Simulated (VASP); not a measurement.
# GaAs (F-43m) in VASP: further runs

Runs on GaAs. Level: PBE. Tasks: relaxation of cell and atoms.

Program: VASP 6.6.1. These are calculated values, not measurements. Logs are shortened: lines on timing, memory, paths and dates and some standing lists are left out, and cuts for length are marked.

## 1. The crystal as given

Symmetry: F-43m, No. 216, cubic system. Conventional cell: a = 5.654 Å, b = 5.654 Å, c = 5.654 Å, α = 90.00°, β = 90.00°, γ = 90.00°. Ga (site symmetry -43m) has 4 As at 2.45 Å as nearest neighbours. As (site symmetry -43m) has 4 Ga at 2.45 Å as nearest neighbours.

## 2. Relaxation of cell and atoms, PBE

INCAR reads:

```
PREC = Accurate ; ENCUT = 600
EDIFF = 1E-6 ; ISMEAR = 0
SIGMA = 0.03 ; LREAL = False
LASPH = True ; NELM = 80
ALGO = Normal ; ISIF = 3
LWAVE = False ; LCHARG = False
GGA = PE ; IBRION = 2
NSW = 90 ; EDIFFG = -0.01
```

KPOINTS reads:

```
Automatic mesh
0
Gamma
  10 10 10
```

POSCAR reads:

```
GaAs
1.0
    0.0000000000      2.8268500000      2.8268500000
    2.8268500000      0.0000000000      2.8268500000
    2.8268500000      2.8268500000      0.0000000000
Ga As
1 1
Direct
    0.0000000000      0.0000000000      0.0000000000
    0.2500000000      0.2500000000      0.2500000000
```

Potentials or basis: VASP PAW PBE potentials, release 64 (Ga_d, As).

On the command line:

```console
> cat potpaw_PBE.64/Ga_d/POTCAR potpaw_PBE.64/As/POTCAR > POTCAR
> mpirun -np 1 vasp_std > vasp.out
```

OUTCAR:

```text
PREC = Accurate
   ENCUT = 600
   EDIFF = 1E-6
   ISMEAR = 0
   LREAL = False
   LASPH = True
   NELM = 80
   ISIF = 3
   GGA = PE
   IBRION = 2
   NSW = 90
   EDIFFG = -0.01

 ion  position               nearest neighbor table
   1  0.000  0.000  0.000-   2 2.45   2 2.45   2 2.45   2 2.45
   2  0.250  0.250  0.250-   1 2.45   1 2.45   1 2.45   1 2.45

  LATTYP: Found a face centered cubic cell.
 ALAT       =     5.6537000000

  Lattice vectors:

 A1 = (   0.0000000000,   2.8268500000,   2.8268500000)
 A2 = (   2.8268500000,   0.0000000000,   2.8268500000)
 A3 = (   2.8268500000,   2.8268500000,   0.0000000000)

Analysis of symmetry for initial positions (statically):
=====================================================================
 Subroutine PRICEL returns:
 Original cell was already a primitive cell.

 Routine SETGRP: Setting up the symmetry group for a
 face centered cubic supercell.

 Subroutine GETGRP returns: Found 24 space group operations
 (whereof 24 operations were pure point group operations)
 out of a pool of 48 trial point group operations.

The static configuration has the point symmetry T_d .

Analysis of symmetry for dynamics (positions and initial velocities):
=====================================================================
 Subroutine PRICEL returns:
 Original cell was already a primitive cell.

 Routine SETGRP: Setting up the symmetry group for a
 face centered cubic supercell.

 Subroutine GETGRP returns: Found 24 space group operations
 (whereof 24 operations were pure point group operations)
 out of a pool of 48 trial point group operations.

The dynamic configuration has the point symmetry T_d .

 Subroutine INISYM returns: Found 24 space group operations
 (whereof 24 operations are pure point group operations),
 and found     1 'primitive' translations

----------------------------------------------------------------------------------------

                                     Primitive cell

  volume of cell :      45.1792

  direct lattice vectors                    reciprocal lattice vectors
     0.000000000  2.826850000  2.826850000    -0.176875321  0.176875321  0.176875321
     2.826850000  0.000000000  2.826850000     0.176875321 -0.176875321  0.176875321
     2.826850000  2.826850000  0.000000000     0.176875321  0.176875321 -0.176875321

  length of vectors
     3.997769609  3.997769609  3.997769609     0.306357042  0.306357042  0.306357042

  position of ions in fractional coordinates (direct lattice)
     0.000000000  0.000000000  0.000000000
     0.250000000  0.250000000  0.250000000

  ion indices of the primitive-cell ions
   primitive index   ion index
                 1           1
                 2           2

----------------------------------------------------------------------------------------

 KPOINTS: Automatic mesh

Automatic generation of k-mesh.
 Grid dimensions read from file:
 generate k-points for:   10   10   10

 Generating k-lattice:

  Cartesian coordinates                     Fractional coordinates (reciprocal lattice)
    -0.017687532  0.017687532  0.017687532     0.100000000  0.000000000  0.000000000
     0.017687532 -0.017687532  0.017687532     0.000000000  0.100000000  0.000000000
     0.017687532  0.017687532 -0.017687532     0.000000000  0.000000000  0.100000000

  Length of vectors
     0.030635704  0.030635704  0.030635704

  Shift w.r.t. Gamma in fractional coordinates (k-lattice)
     0.000000000  0.000000000  0.000000000

 Subroutine IBZKPT returns following result:
 ===========================================

 Found     47 irreducible k-points:

 Following reciprocal coordinates:
            Coordinates               Weight
  0.000000  0.000000  0.000000      1.000000
  0.100000  0.000000  0.000000      8.000000
  0.200000  0.000000  0.000000      8.000000
  0.300000  0.000000  0.000000      8.000000
  0.400000  0.000000  0.000000      8.000000
  0.500000  0.000000  0.000000      4.000000
[... 16 lines left out ...]
  0.300000  0.300000  0.000000      6.000000
  0.400000  0.300000  0.000000     24.000000
 [... further k-points ...]
   k-points           NKPTS =     47   k-points in BZ     NKDIM =     47   number of bands    NBANDS=     13
   number of dos      NEDOS =    301   number of ions     NIONS =      2
   total plane-waves  NPLWV =  32768
   dimension x,y,z NGX =    32 NGY =   32 NGZ =   32
   dimension x,y,z NGXF=    64 NGYF=   64 NGZF=   64
   ions per type =               1   1
   NGX,Y,Z   is equivalent  to a cutoff of  13.31, 13.31, 13.31 a.u.
   NGXF,Y,Z  is equivalent  to a cutoff of  26.61, 26.61, 26.61 a.u.
 SYSTEM =  unknown system
   PREC   = accura    normal or accurate (medium, high low for compatibility)
   ISTART =      0    job   : 0-new  1-cont  2-samecut
   ICHARG =      2    charge: 1-file 2-atom 10-const
   ISPIN  =      1    spin polarized calculation?
   LNONCOLLINEAR =      F non collinear calculations
   LSORBIT =      F    spin-orbit coupling
   LASPH  =      T    aspherical Exc in radial PAW
   ENCUT  =  600.0 eV  44.10 Ry    6.64 a.u.   7.98  7.98  7.98*2*pi/ulx,y,z
   NELM   =     80;   NELMIN=  2; NELMDL= -5     # of ELM steps
   EDIFF  = 0.1E-05   stopping-criterion for ELM
   LREAL  =      F    real-space projection
   EDIFFG = -.1E-01   stopping-criterion for IOM
   NSW    =     90    number of steps for IOM
   IBRION =      2    ionic relax: 0-MD 1-quasi-New 2-CG
   NFREE  =      1    steps in history (QN), initial steepest desc. (CG)
   ISIF   =      3    stress and relaxation
   ISYM   =      2    0-nonsym 1-usesym 2-fastsym
   POTIM  = 0.5000    time-step for ionic-motion
   TEBEG  =    0.0;   TEEND  =   0.0 temperature during run
   PSTRESS=    0.0 pullay stress
   NELECT =      18.0000    total number of electrons
   NUPDOWN=      -1.0000    fix difference up-down
   EMIN   =  10.00;   EMAX   =-10.00  energy-range for DOS
   EFERMI =   0.00;   METHOD = LEGACY
   ISMEAR =     0;   SIGMA  =   0.03  broadening in eV -4-tet -1-fermi 0-gaus
   EFERMI_NEDOS =   21; number of points for ismear=-14 and -15
   IALGO  =     38    algorithm
   IMIX   =      4    mixing-type and parameters
     AMIX     =   0.40;   BMIX     =  1.00
     AMIX_MAG =   1.60;   BMIX_MAG =  1.00
  volume/ion in A,a.u.               =      22.59       152.44
  Fermi-wavevector in a.u.,A,eV,Ry     =   1.204628  2.276417 19.743799  1.451128
  Thomas-Fermi vector in A             =   2.340347
   LORBIT       =      0    0 simple, 1 ext, 2 COOP (PROOUT), +10 PAW based schemes
   GGA     = PE    functional components
   LHFCALC =     F    Hartree Fock is set to
   AEXX    =    0.0000 exact exchange contribution
   IVDW    =     0    specifies the selected vdW correction
   LEPSILON=     F    determine dielectric tensor
   LRPA    =     F    only Hartree local field effects (RPA)
 conjugate gradient relaxation of ions
 non-spin polarized calculation
 Gauss-broadening in eV      SIGMA  =   0.03
  energy-cutoff  :      600.00
  volume of cell :       45.18
 maximum number of plane-waves:      1524
   NGX = 15   NGY = 15   NGZ = 15

--------------------------------------- Ionic step        1  -------------------------------------------

 number of electron      18.0000011 magnetization

 Free energy of the ion-electron system (eV)
  ---------------------------------------------------
  ext. energy  EPLUGINS =         0.00000000
  ---------------------------------------------------
  free energy    TOTEN  =        -8.25071693 eV

  energy without entropy =       -8.25071693  energy(sigma->0) =       -8.25071693

------------------------ aborting loop because EDIFF is reached ----------------------------------------

  FORCE on cell =-STRESS in cart. coord.  units (eV):
  Direction    XX          YY          ZZ          XY          YZ          ZX
  --------------------------------------------------------------------------------------
  -------------------------------------------------------------------------------------
  Total        0.9723923      0.9723923      0.9723923      0.0000000     -0.0000000      0.0000000
  in kB       34.4836948     34.4836948     34.4836948      0.0000000     -0.0000000      0.0000000
  external PRESSURE =      34.4836948 kB  Pullay stress =       0.0000000 kB

 VOLUME and BASIS-vectors are now :
 -----------------------------------------------------------------------------
  energy-cutoff  :      600.00
  volume of cell :       45.18
      direct lattice vectors                 reciprocal lattice vectors
     0.000000000  2.826850000  2.826850000    -0.176875321  0.176875321  0.176875321
     2.826850000  0.000000000  2.826850000     0.176875321 -0.176875321  0.176875321
     2.826850000  2.826850000  0.000000000     0.176875321  0.176875321 -0.176875321
[... 37 lines left out ...]
 POSITION                                       TOTAL-FORCE (eV/Angst)
 -----------------------------------------------------------------------------------
      0.00000      0.00000      0.00000        -0.000000      0.000000      0.000000
      1.44658      1.44658      1.44658         0.000000     -0.000000     -0.000000
 -----------------------------------------------------------------------------------
    total drift:                                0.000002      0.000002      0.000002

  FREE ENERGIE OF THE ION-ELECTRON SYSTEM (eV)
  ---------------------------------------------------
  free  energy   TOTEN  =        -8.2717052815 eV

  energy  without entropy=       -8.2716525818  energy(sigma->0) =       -8.27167893

--------------------------------------- Ionic step        3  -------------------------------------------

 number of electron      17.9999994 magnetization

 Free energy of the ion-electron system (eV)
  ---------------------------------------------------
  ext. energy  EPLUGINS =         0.00000000
  ---------------------------------------------------
  free energy    TOTEN  =        -8.27484130 eV

  energy without entropy =       -8.27484113  energy(sigma->0) =       -8.27484122

 E-fermi :   3.5427     XC(G=0):  -9.3613

 val. band max:        3.4669887530   @ k =   0.0000   0.0000   0.0000
 cond. band min:       3.6119707613   @ k =   0.0000   0.0000   0.0000
 fundamental gap:      0.1449820083
 Fermi energy:         3.5426513451

 k-point     1 :       0.0000    0.0000    0.0000
  band No.  band energies     occupation
      1     -11.2555      2.00000
      2     -11.2555      2.00000
      3     -11.2555      2.00000
      4     -11.1880      2.00000
      5     -11.1880      2.00000
      6      -8.9056      2.00000
      7       3.4670      1.99964
      8       3.4670      1.99964
      9       3.4670      1.99964
     10       3.6120      0.00108
     11       7.1821      0.00000
     12       7.1821      0.00000
     13       7.1821      0.00000

 k-point     2 :       0.1000    0.0000    0.0000
  band No.  band energies     occupation
      1     -11.2624      2.00000
      2     -11.2536      2.00000
      3     -11.2536      2.00000
      4     -11.1881      2.00000
      5     -11.1881      2.00000
      6      -8.7967      2.00000
      7       1.8982      2.00000
      8       3.3208      2.00000
      9       3.3208      2.00000
     10       4.6920      0.00000
     11       7.3895      0.00000
[... 339 lines left out ...]
 k-point    24 :       0.4000    0.3000    0.0000
  band No.  band energies     occupation
      1     -11.3311      2.00000
      2     -11.2253      2.00000
      3     -11.2241      2.00000
      4     -11.2022      2.00000
      5     -11.1799      2.00000
      6      -7.3049      2.00000
      7      -2.0675      2.00000
      8       1.0524      2.00000
      9       1.3676      2.00000
     10       5.3516      0.00000
     11       6.2923      0.00000
     12      10.5380      0.00000
     13      11.1685      0.00000

 [... further k-points ...]
[... 5 lines left out ...]
  --------------------------------------------------------------------------------------
  -------------------------------------------------------------------------------------
  Total       -0.0191420     -0.0191420     -0.0191420      0.0000000      0.0000000      0.0000000
  in kB       -0.6452120     -0.6452120     -0.6452120      0.0000000      0.0000000      0.0000000
  external PRESSURE =      -0.6452120 kB  Pullay stress =       0.0000000 kB

 VOLUME and BASIS-vectors are now :
 -----------------------------------------------------------------------------
  energy-cutoff  :      600.00
  volume of cell :       47.53
      direct lattice vectors                 reciprocal lattice vectors
    -0.000000000  2.875115536  2.875115536    -0.173906055  0.173906055  0.173906055
     2.875115536  0.000000000  2.875115536     0.173906055 -0.173906055  0.173906055
     2.875115536  2.875115536  0.000000000     0.173906055  0.173906055 -0.173906055

 POSITION                                       TOTAL-FORCE (eV/Angst)
 -----------------------------------------------------------------------------------
      0.00000      0.00000      0.00000        -0.000000     -0.000000     -0.000000
      1.43756      1.43756      1.43756         0.000000      0.000000      0.000000
 -----------------------------------------------------------------------------------
    total drift:                                0.000002      0.000002      0.000002

  FREE ENERGIE OF THE ION-ELECTRON SYSTEM (eV)
  ---------------------------------------------------
  free  energy   TOTEN  =        -8.2748413037 eV

  energy  without entropy=       -8.2748411348  energy(sigma->0) =       -8.27484122

 reached required accuracy - stopping structural energy minimisation
```

Wall time 50 s (1 thread of AMD EPYC 7R13 (Zen 3), shared host); peak memory 0.18 GiB.

What came out:

* Free energy: -8.2748 eV
* Relaxed volume: 23.77 Å³/atom
* Relaxed cell: a = 4.066 Å, b = 4.066 Å, c = 4.066 Å, α = 60.00°, β = 60.00°, γ = 60.00°
* Space group after relaxing (to 0.05 Å): F-43m (No. 216)
* Energy gained by relaxing: 12.1 meV/atom
* Ionic steps: 3
* Pressure after relaxing: -0.1 GPa
* Band gap on the k mesh: 0.15 eV, direct

Step by step:
```csv
step,energy change (eV),largest force (eV/Å),pressure (GPa),volume (Å³)
1,0.0000,0.0000,3.45,45.18
2,-0.0210,0.0000,-1.02,48.43
3,-0.0241,0.0000,-0.06,47.53
```

Final structure:
```xyz
2
Lattice="0.0000 2.8751 2.8751 2.8751 0.0000 2.8751 2.8751 2.8751 0.0000" Properties=species:S:1:pos:R:3 pbc="T T T"
Ga    0.0000    0.0000    0.0000
As    1.4376    1.4376    1.4376
```

PBE gaps usually lie below the measured ones, often by a third to a half. PBE usually gives volumes a little too large and moduli too small.

## 3. Relaxation of cell and atoms, PBE

This run uses another cell than the first one, of 23.77 Å³/atom, 1.052 times its volume.

INCAR reads:

```
PREC = Accurate ; ENCUT = 600
EDIFF = 1E-7 ; ISMEAR = 0
SIGMA = 0.03 ; LREAL = False
LASPH = True ; NELM = 80
ALGO = Normal ; ISIF = 3
LWAVE = False ; LCHARG = False
GGA = PE ; IBRION = 2
NSW = 90 ; EDIFFG = -0.005
```

KPOINTS is that of step 2.

POSCAR reads:

```
GaAs                                    
1.0
   -0.0000000000      2.8751155357      2.8751155357
    2.8751155357      0.0000000000      2.8751155357
    2.8751155357      2.8751155357      0.0000000000
  Ga              As            
     1     1
Direct
     0.0000000000000000    0.0000000000000000    0.0000000000000000
     0.2500000000000000    0.2500000000000000    0.2500000000000000
```

Potentials or basis: VASP PAW PBE potentials, release 64 (Ga_d, As).

On the command line:

```console
> cat potpaw_PBE.64/Ga_d/POTCAR potpaw_PBE.64/As/POTCAR > POTCAR
> mpirun -np 1 vasp_std > vasp.out
```

Run time: 23 s. Hardware: 1 thread of AMD EPYC 7R13 (Zen 3), shared host; peak memory 0.16 GiB.

The run converged. Its results:

| Property | Result |
| --- | --- |
| Free energy | -8.2751 eV |
| Pressure after relaxing | 0.0 GPa |
| Band gap on the k mesh | 0.14 eV, direct |

Final structure:
```
Ga As
1.0
     0.00000    2.87512    2.87512
     2.87512    0.00000    2.87512
     2.87512    2.87512    0.00000
Ga As
1 1
Direct
  0.00000 0.00000 0.00000
  0.25000 0.25000 0.25000
```

Levels at points of the mesh, in eV from the valence-band top:
| k point | band 7 | band 8 | band 9 | band 10 | band 11 | band 12 |
| --- | --- | --- | --- | --- | --- | --- |
| (0.00, 0.00, 0.00) | 0.00 | 0.00 | 0.00 | 0.14 | 3.71 | 3.71 |
| (0.50, 0.00, 0.00) | -6.37 | -1.07 | -1.07 | 0.86 | 4.62 | 4.62 |
| (0.50, 0.50, 0.00) | -6.59 | -2.50 | -2.50 | 1.56 | 1.68 | 9.77 |

Caveat: the relaxation stopped at its first step, so nothing moved. Expect the measured gap to be larger: semilocal functionals such as PBE lack the derivative discontinuity.
